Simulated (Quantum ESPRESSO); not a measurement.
# FeO (I4/mmm) in Quantum ESPRESSO: further runs

Runs on FeO. Level: LDA. Tasks: single point, equation of state.

Program: Quantum ESPRESSO 7.5. These are calculated values, not measurements. Logs are shortened: lines on timing, memory, paths and dates and some standing lists are left out, and cuts for length are marked.

## (1) The structure

The structure is tetragonal, space group I4/mmm (No. 139). Conventional cell: a = 3.204 Å, b = 3.204 Å, c = 4.167 Å, α = 90.00°, β = 90.00°, γ = 90.00°. Fe (site symmetry 4/mmm) has 6 O at 2.08 to 2.27 Å as nearest neighbours. Around O (site symmetry 4/mmm) lie 6 Fe at 2.08 to 2.27 Å.

The cell comes from a database or a generator and needn't be the stable form of this composition.

## (2) Single point, LDA, collinear spin, ferromagnetic start, 10.05 Å³/atom

Input file pw.in:

```
&CONTROL
  calculation = 'scf'
  prefix = 'pwscf'
  outdir = './tmp'
  pseudo_dir = './pseudo'
  tstress = .true.
  disk_io = 'nowf'
/
&SYSTEM
  ibrav = 0
  nat = 2
  ntyp = 2
  ecutwfc = 56
  ecutrho = 448
  nbnd = 21
  occupations = 'smearing'
  smearing = 'fd'
  degauss = 0.00367493
  nspin = 2
  starting_magnetization(1) = 0.1875
  starting_magnetization(2) = 0
/
&ELECTRONS
  conv_thr = 4d-10
  electron_maxstep = 120
  mixing_beta = 0.3
/
ATOMIC_SPECIES
Fe    55.8450 fe_lda_v1.5.uspp.F.UPF
O     15.9990 o_lda_v1.2.uspp.F.UPF
CELL_PARAMETERS angstrom
  -1.5693982481    1.5693982481    2.0408621071
   1.5693982481   -1.5693982481    2.0408621071
   1.5693982481    1.5693982481   -2.0408621071
ATOMIC_POSITIONS crystal
Fe     0.0000000000    0.0000000000    0.0000000000
O      0.5000000000    0.5000000000    0.0000000000
K_POINTS automatic
12 12 12 0 0 0
```

Potentials or basis: GBRV 1.5 LDA.

On the command line:

```sh
> OMP_NUM_THREADS=1 mpirun -n 2 pw.x -nk 2 -in pw.in > pw.out
```

pw.out:

```text
This program is part of the open-source Quantum ESPRESSO suite
     for quantum simulation of materials; please cite
[... 13 lines left out ...]
     --------------------
     sticks:   dense  smooth     PW     G-vecs:    dense   smooth      PW
     Sum        1161     577    219                21765     7675    1787

     Using Slab Decomposition

     bravais-lattice index     =            0
     lattice parameter (alat)  =       5.6978  a.u.
     unit-cell volume          =     135.6865 (a.u.)^3
     number of atoms/cell      =            2
     number of atomic types    =            2
     number of electrons       =        22.00
     number of Kohn-Sham states=           21
     kinetic-energy cutoff     =      56.0000  Ry
     charge density cutoff     =     448.0000  Ry
     scf convergence threshold =      4.0E-10
     mixing beta               =       0.3000
     number of iterations used =            8  plain     mixing
     Exchange-correlation= SLA  PZ   NOGX NOGC
                           (   1   1   0   0   0   0   0)

     celldm(1)=   5.697811  celldm(2)=   0.000000  celldm(3)=   0.000000
     celldm(4)=   0.000000  celldm(5)=   0.000000  celldm(6)=   0.000000

     crystal axes: (cart. coord. in units of alat)
               a(1) = (  -0.520504   0.520504   0.676869 )
               a(2) = (   0.520504  -0.520504   0.676869 )
               a(3) = (   0.520504   0.520504  -0.676869 )

     reciprocal axes: (cart. coord. in units 2 pi/alat)
               b(1) = ( -0.000000  0.960608  0.738696 )
               b(2) = (  0.960608 -0.000000  0.738696 )
               b(3) = (  0.960608  0.960608  0.000000 )

     PseudoPot. # 1 for Fe read from file:
     fe_lda_v1.5.uspp.F.UPF
     Pseudo is Ultrasoft + core correction, Zval = 16.0
     Generated by new atomic code, or converted to UPF format
     Using radial grid of  861 points,  6 beta functions with:
                l(1) =   0
                l(2) =   0
                l(3) =   1
                l(4) =   1
                l(5) =   2
                l(6) =   2
     Q(r) pseudized with  8 coefficients,  rinner =    1.000   1.000   1.000
                                                       1.000   1.000

     PseudoPot. # 2 for O  read from file:
     o_lda_v1.2.uspp.F.UPF
     Pseudo is Ultrasoft + core correction, Zval =  6.0
     Generated by new atomic code, or converted to UPF format
     Using radial grid of  737 points,  5 beta functions with:
                l(1) =   0
                l(2) =   0
                l(3) =   1
                l(4) =   1
                l(5) =   2
     Q(r) pseudized with  8 coefficients,  rinner =    0.900   0.900   0.900
                                                       0.900   0.900

     atomic species   valence    mass     pseudopotential
     Fe               16.00    55.84500     Fe( 1.00)
     O                 6.00    15.99900     O ( 1.00)

     Starting magnetic structure
     atomic species   magnetization
     Fe              0.188
     O               0.000

     16 Sym. Ops., with inversion, found

   Cartesian axes

     site n.     atom                  positions (alat units)
         1        Fe     tau(   1) = (   0.0000000   0.0000000   0.0000000  )
         2        O      tau(   2) = (   0.0000000   0.0000000   0.6768688  )

     number of k points=   163  Fermi-Dirac smearing, width (Ry)=  0.0037

     Number of k-points >= 100: set verbosity='high' to print them.

     Dense  grid:    21765 G-vectors     FFT dimensions: (  40,  40,  40)

     Smooth grid:     7675 G-vectors     FFT dimensions: (  27,  27,  27)

     Check: negative core charge=   -0.000030
     Generating pointlists ...
     new r_m :   0.2792 (alat units)  1.5909 (a.u.) for type    1
     new r_m :   0.2792 (alat units)  1.5909 (a.u.) for type    2

     Initial potential from superposition of free atoms

     starting charge      21.0000, renormalised to      22.0000
     Starting wfcs are   17 randomized atomic wfcs +    4 random wfcs

     Self-consistent Calculation

     iteration #  1     ecut=    56.00 Ry     beta= 0.30
     Davidson diagonalization with overlap
     ethr =  1.00E-02,  avg # of iterations =  5.3

     total energy              =    -282.38745316 Ry
     estimated scf accuracy    <       0.66914087 Ry

     total magnetization       =     3.67 Bohr mag/cell
     absolute magnetization    =     3.67 Bohr mag/cell

     iteration #  2     ecut=    56.00 Ry     beta= 0.30
     Davidson diagonalization with overlap
     ethr =  3.04E-03,  avg # of iterations =  1.9

     total energy              =    -282.51937748 Ry
     estimated scf accuracy    <       0.18637404 Ry

     total magnetization       =     3.27 Bohr mag/cell
     absolute magnetization    =     3.27 Bohr mag/cell

     iteration #  3     ecut=    56.00 Ry     beta= 0.30
     Davidson diagonalization with overlap
     ethr =  8.47E-04,  avg # of iterations =  1.1

     total energy              =    -282.55590145 Ry
     estimated scf accuracy    <       0.02486935 Ry

     total magnetization       =     3.76 Bohr mag/cell
     absolute magnetization    =     3.76 Bohr mag/cell

     iteration #  4     ecut=    56.00 Ry     beta= 0.30
     Davidson diagonalization with overlap
     ethr =  1.13E-04,  avg # of iterations =  1.5

     total energy              =    -282.56048715 Ry
     estimated scf accuracy    <       0.01027320 Ry

     total magnetization       =     3.79 Bohr mag/cell
     absolute magnetization    =     3.79 Bohr mag/cell

     iteration #  5     ecut=    56.00 Ry     beta= 0.30
     Davidson diagonalization with overlap
     ethr =  4.67E-05,  avg # of iterations =  1.5

     total energy              =    -282.56263179 Ry
     estimated scf accuracy    <       0.00091863 Ry

     total magnetization       =     3.95 Bohr mag/cell
     absolute magnetization    =     3.96 Bohr mag/cell

     iteration #  6     ecut=    56.00 Ry     beta= 0.30
     Davidson diagonalization with overlap
     ethr =  4.18E-06,  avg # of iterations =  3.2

     total energy              =    -282.56276841 Ry
     estimated scf accuracy    <       0.00035918 Ry

     total magnetization       =     3.98 Bohr mag/cell
     absolute magnetization    =     3.99 Bohr mag/cell

     iteration #  7     ecut=    56.00 Ry     beta= 0.30
     Davidson diagonalization with overlap
     ethr =  1.63E-06,  avg # of iterations =  1.5

     total energy              =    -282.56281549 Ry
     estimated scf accuracy    <       0.00000891 Ry

     total magnetization       =     3.98 Bohr mag/cell
     absolute magnetization    =     3.99 Bohr mag/cell

     iteration #  8     ecut=    56.00 Ry     beta= 0.30
     Davidson diagonalization with overlap
     ethr =  4.05E-08,  avg # of iterations =  2.0

     total energy              =    -282.56281830 Ry
     estimated scf accuracy    <       0.00000643 Ry

     total magnetization       =     3.99 Bohr mag/cell
     absolute magnetization    =     3.99 Bohr mag/cell

     iteration #  9     ecut=    56.00 Ry     beta= 0.30
     Davidson diagonalization with overlap
     ethr =  2.92E-08,  avg # of iterations =  1.0

     total energy              =    -282.56281924 Ry
     estimated scf accuracy    <       0.00000016 Ry

     total magnetization       =     3.99 Bohr mag/cell
     absolute magnetization    =     3.99 Bohr mag/cell

     iteration # 10     ecut=    56.00 Ry     beta= 0.30
     Davidson diagonalization with overlap
     ethr =  7.23E-10,  avg # of iterations =  2.0

     total energy              =    -282.56281930 Ry
     estimated scf accuracy    <       0.00000012 Ry

     total magnetization       =     3.99 Bohr mag/cell
     absolute magnetization    =     3.99 Bohr mag/cell

     iteration # 11     ecut=    56.00 Ry     beta= 0.30
     Davidson diagonalization with overlap
     ethr =  5.35E-10,  avg # of iterations =  1.2

     total energy              =    -282.56281931 Ry
     estimated scf accuracy    <       0.00000001 Ry

     total magnetization       =     3.99 Bohr mag/cell
     absolute magnetization    =     3.99 Bohr mag/cell

     iteration # 12     ecut=    56.00 Ry     beta= 0.30
     Davidson diagonalization with overlap
     ethr =  5.03E-11,  avg # of iterations =  1.5

     Magnetic moment per site  (integrated on atomic sphere of radius R)
     atom   1 (R=0.279)  charge= 13.2959  magn=  3.3424
     atom   2 (R=0.279)  charge=  5.5420  magn=  0.3345

     End of self-consistent calculation

     Number of k-points >= 100: set verbosity='high' to print the bands.

     the Fermi energy is    13.9394 ev

!    total energy              =    -282.56281931 Ry
     estimated scf accuracy    <          1.4E-10 Ry
     smearing contrib. (-TS)   =      -0.00093066 Ry
     internal energy E=F+TS    =    -282.56188865 Ry

     The total energy is F=E-TS. E is the sum of the following terms:
     one-electron contribution =    -137.85273137 Ry
     hartree contribution      =      80.82694645 Ry
     xc contribution           =     -36.08066874 Ry
     ewald contribution        =    -189.45543499 Ry

     total magnetization       =     3.99 Bohr mag/cell
     absolute magnetization    =     3.99 Bohr mag/cell

     convergence has been achieved in  12 iterations

     Computing stress (Cartesian axis) and pressure

          total   stress  (Ry/bohr**3)                   (kbar)     P=     -139.74
  -0.00109229   0.00000000   0.00000000         -160.68        0.00        0.00
   0.00000000  -0.00109229   0.00000000            0.00     -160.68        0.00
   0.00000000   0.00000000  -0.00066518            0.00        0.00      -97.85

=------------------------------------------------------------------------------=
   JOB DONE.
=------------------------------------------------------------------------------=
```

Wall time 35 s (2 MPI ranks of Intel Xeon 6975P-C (Granite Rapids), shared host); peak memory 0.28 GiB.

What came out:

* Free energy: -3844.4630 eV
* Pressure: -14.0 GPa
* Band gap on the k mesh: none (metal or under the smearing width)
* Net moment: 3.99 μB per cell
* Absolute moment: 3.99 μB per cell
* Site moments: Fe +3.34; O +0.33 μB
* Valence electrons inside the program's atomic spheres: Fe 13.30; O 5.54

Caveat: a cell with one magnetic atom can't hold antiferromagnetic order, which such compounds often take; semilocal functionals often make such compounds metallic where correlation or magnetic order opens a gap, which also shifts bond lengths.

## (3) Single point, LDA, collinear spin, ferromagnetic start, 10.27 Å³/atom

Edit pw.in of step 2 so:

```diff
@@ -31,5 +31,5 @@
 CELL_PARAMETERS angstrom
-  -1.5693982481    1.5693982481    2.0408621071
-   1.5693982481   -1.5693982481    2.0408621071
-   1.5693982481    1.5693982481   -2.0408621071
+  -1.5804507126    1.5804507126    2.0552348490
+   1.5804507126   -1.5804507126    2.0552348490
+   1.5804507126    1.5804507126   -2.0552348490
 ATOMIC_POSITIONS crystal
```

Potentials or basis: GBRV 1.5 LDA.

On the command line:

```sh
> OMP_NUM_THREADS=1 mpirun -n 2 pw.x -nk 2 -in pw.in > pw.out
```

Wall time 39 s (2 MPI ranks of Intel Xeon 6975P-C (Granite Rapids), shared host); peak memory 0.28 GiB.

The run converged. Its results:

```yaml
Free_energy: -3844.4220 eV
Pressure: -17.1 GPa
Band_gap_on_the_k_mesh: none (metal or under the smearing width)
Net_moment: 4.00 μB per cell
Absolute_moment: 4.00 μB per cell
Site_moments: Fe +3.36; O +0.33 μB
Valence_electrons_inside_the_program's_atomic_spheres: Fe 13.32; O 5.56
```

Caveat: a cell with one magnetic atom can't hold antiferromagnetic order, which such compounds often take; semilocal functionals often make such compounds metallic where correlation or magnetic order opens a gap, which also shifts bond lengths.

## (4) Single point, LDA, collinear spin, ferromagnetic start, 10.48 Å³/atom

Edit pw.in of step 3 so:

```diff
@@ -31,5 +31,5 @@
 CELL_PARAMETERS angstrom
-  -1.5804507126    1.5804507126    2.0552348490
-   1.5804507126   -1.5804507126    2.0552348490
-   1.5804507126    1.5804507126   -2.0552348490
+  -1.5913507171    1.5913507171    2.0694093304
+   1.5913507171   -1.5913507171    2.0694093304
+   1.5913507171    1.5913507171   -2.0694093304
 ATOMIC_POSITIONS crystal
```

On the command line:

```sh
> OMP_NUM_THREADS=1 mpirun -n 2 pw.x -nk 2 -in pw.in > pw.out
```

Wall time 39 s (2 MPI ranks of Intel Xeon 6975P-C (Granite Rapids), shared host); peak memory 0.28 GiB.

The run converged. Its results:

* Free energy: -3844.3730 eV
* Pressure: -19.9 GPa
* Band gap on the k mesh: none (metal or under the smearing width)
* Net moment: 4.00 μB per cell
* Absolute moment: 4.01 μB per cell
* Site moments: Fe +3.37; O +0.33 μB
* Valence electrons inside the program's atomic spheres: Fe 13.35; O 5.58

Caveat: a cell with one magnetic atom can't hold antiferromagnetic order, which such compounds often take; semilocal functionals often make such compounds metallic where correlation or magnetic order opens a gap, which also shifts bond lengths.

## (5) Single point, LDA, collinear spin, ferromagnetic start, 10.70 Å³/atom

Edit pw.in of step 4 so:

```diff
@@ -31,5 +31,5 @@
 CELL_PARAMETERS angstrom
-  -1.5913507171    1.5913507171    2.0694093304
-   1.5913507171   -1.5913507171    2.0694093304
-   1.5913507171    1.5913507171   -2.0694093304
+  -1.6021034130    1.6021034130    2.0833922500
+   1.6021034130   -1.6021034130    2.0833922500
+   1.6021034130    1.6021034130   -2.0833922500
 ATOMIC_POSITIONS crystal
```

On the command line:

```sh
> OMP_NUM_THREADS=1 mpirun -n 2 pw.x -nk 2 -in pw.in > pw.out
```

It took 37 s on 2 MPI ranks of Intel Xeon 6975P-C (Granite Rapids), shared host; peak memory 0.3 GiB.

It converged, with:

* Free energy: -3844.3169 eV
* Pressure: -22.4 GPa
* Band gap on the k mesh: none (metal or under the smearing width)
* Net moment: 4.00 μB per cell
* Absolute moment: 4.01 μB per cell
* Site moments: Fe +3.38; O +0.33 μB
* Valence electrons inside the program's atomic spheres: Fe 13.37; O 5.59

Caveat: a cell with one magnetic atom can't hold antiferromagnetic order, which such compounds often take; semilocal functionals often make such compounds metallic where correlation or magnetic order opens a gap, which also shifts bond lengths.

## (6) Single point, LDA, collinear spin, ferromagnetic start, 10.91 Å³/atom

Edit pw.in of step 5 so:

```diff
@@ -31,5 +31,5 @@
 CELL_PARAMETERS angstrom
-  -1.6021034130    1.6021034130    2.0833922500
-   1.6021034130   -1.6021034130    2.0833922500
-   1.6021034130    1.6021034130   -2.0833922500
+  -1.6127136786    1.6127136786    2.0971899518
+   1.6127136786   -1.6127136786    2.0971899518
+   1.6127136786    1.6127136786   -2.0971899518
 ATOMIC_POSITIONS crystal
```

Potentials or basis: GBRV 1.5 LDA.

On the command line:

```sh
> OMP_NUM_THREADS=1 mpirun -n 2 pw.x -nk 2 -in pw.in > pw.out
```

It took 43 s on 2 MPI ranks of Intel Xeon 6975P-C (Granite Rapids), shared host; peak memory 0.28 GiB.

It converged, with:

```
Free energy                                           : -3844.2545 eV
Pressure                                              : -24.6 GPa
Band gap on the k mesh                                : none (metal or under the smearing width)
Net moment                                            : 4.00 μB per cell
Absolute moment                                       : 4.01 μB per cell
Site moments                                          : Fe +3.39; O +0.32 μB
Valence electrons inside the program's atomic spheres : Fe 13.39; O 5.61
```

Caveat: a cell with one magnetic atom can't hold antiferromagnetic order, which such compounds often take; semilocal functionals often make such compounds metallic where correlation or magnetic order opens a gap, which also shifts bond lengths.

## (7) Single point, LDA, collinear spin, ferromagnetic start, 11.12 Å³/atom

Edit pw.in of step 6 so:

```diff
@@ -31,5 +31,5 @@
 CELL_PARAMETERS angstrom
-  -1.6127136786    1.6127136786    2.0971899518
-   1.6127136786   -1.6127136786    2.0971899518
-   1.6127136786    1.6127136786   -2.0971899518
+  -1.6231861388    1.6231861388    2.1108084499
+   1.6231861388   -1.6231861388    2.1108084499
+   1.6231861388    1.6231861388   -2.1108084499
 ATOMIC_POSITIONS crystal
```

On the command line:

```sh
> OMP_NUM_THREADS=1 mpirun -n 2 pw.x -nk 2 -in pw.in > pw.out
```

Wall time 38 s (2 MPI ranks of Intel Xeon 6975P-C (Granite Rapids), shared host); peak memory 0.3 GiB.

It converged, with:

```yaml
Free_energy: -3844.1866 eV
Pressure: -26.5 GPa
Band_gap_on_the_k_mesh: none (metal or under the smearing width)
Net_moment: 4.00 μB per cell
Absolute_moment: 4.01 μB per cell
Site_moments: Fe +3.40; O +0.32 μB
Valence_electrons_inside_the_program's_atomic_spheres: Fe 13.41; O 5.63
```

Caveat: a cell with one magnetic atom can't hold antiferromagnetic order, which such compounds often take; semilocal functionals often make such compounds metallic where correlation or magnetic order opens a gap, which also shifts bond lengths.

## (8) Single point, LDA, collinear spin, ferromagnetic start, 11.34 Å³/atom

Edit pw.in of step 7 so:

```diff
@@ -31,5 +31,5 @@
 CELL_PARAMETERS angstrom
-  -1.6231861388    1.6231861388    2.1108084499
-   1.6231861388   -1.6231861388    2.1108084499
-   1.6231861388    1.6231861388   -2.1108084499
+  -1.6335251827    1.6335251827    2.1242534522
+   1.6335251827   -1.6335251827    2.1242534522
+   1.6335251827    1.6335251827   -2.1242534522
 ATOMIC_POSITIONS crystal
```

On the command line:

```sh
> OMP_NUM_THREADS=1 mpirun -n 2 pw.x -nk 2 -in pw.in > pw.out
```

Run time: 39 s. Hardware: 2 MPI ranks of Intel Xeon 6975P-C (Granite Rapids), shared host; peak memory 0.3 GiB.

It converged, with:

```yaml
Free_energy: -3844.1140 eV
Pressure: -28.2 GPa
Band_gap_on_the_k_mesh: none (metal or under the smearing width)
Net_moment: 4.01 μB per cell
Absolute_moment: 4.01 μB per cell
Site_moments: Fe +3.41; O +0.32 μB
Valence_electrons_inside_the_program's_atomic_spheres: Fe 13.43; O 5.64
```

Caveat: a cell with one magnetic atom can't hold antiferromagnetic order, which such compounds often take; semilocal functionals often make such compounds metallic where correlation or magnetic order opens a gap, which also shifts bond lengths.

## (9) Equation of state, LDA, collinear spin, ferromagnetic start

Potentials or basis: GBRV 1.5 LDA.

This step only gathers the single runs of the series.

What came out:

```yaml
Equilibrium_volume: "9.35 Å³/atom (rough: see the caveat)"
Bulk_modulus_at_fixed_shape_and_positions: 222 GPa (rough)
```

Energy against volume, from the lowest point:
```
volume (Å³/atom)  energy (meV/atom)
          10.053               0.00
          10.267              20.53
          10.481              45.02
          10.695              73.05
          10.909             104.24
          11.123             138.19
          11.337             174.53
```

Caveat: the minimum lies outside the volumes run; the cell was scaled at fixed shape and fractional positions, which overstates the stiffness of a crystal with free parameters, most of all of layers and chains.
